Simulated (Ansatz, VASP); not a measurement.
CaS3 in VASP and in Ansatz

```
CELL_PARAMETERS angstrom
3.71579 0.00000 0.00000
0.00000 4.54276 0.00000
0.00000 0.00000 5.34063
ATOMIC_POSITIONS crystal
Ca 0.50000 0.50000 0.50000
S 0.00000 0.71870 0.00000
S 0.00000 0.28130 0.00000
S 0.00000 0.00000 0.50000
```

Alike in both runs: functional PBE; k mesh 12 × 10 × 10; occupations gaussian, width 0.1 eV; no spin polarisation.

Ansatz relaxed the structure, and its values are those at the end. VASP's run is a single point on that final structure, the one shown.

|  | VASP | Ansatz |
| --- | --- | --- |
| version | VASP 6.6.1 | Ansatz 0.2.0 |
| potentials or method | VASP PAW PBE potentials, release 64 (Ca_sv, S) | scalar-relativistic, plane waves, PAW |
| plane-wave cutoff (eV) | 520 | 420 |
| valence electrons in the cell | 28 | 28 |

|  | VASP | Ansatz | Ansatz less VASP |
| --- | --- | --- | --- |
| gap on the k mesh at the Fermi level (eV) | none | none | - |
| pressure (GPa) | -0.2 | 0.0 | +0.16 |
| rms of the force components (eV/Å) | 0.075 | 0.000 | -0.0751 |

A gap of «none» marks a metal or a gap that the smearing closes.
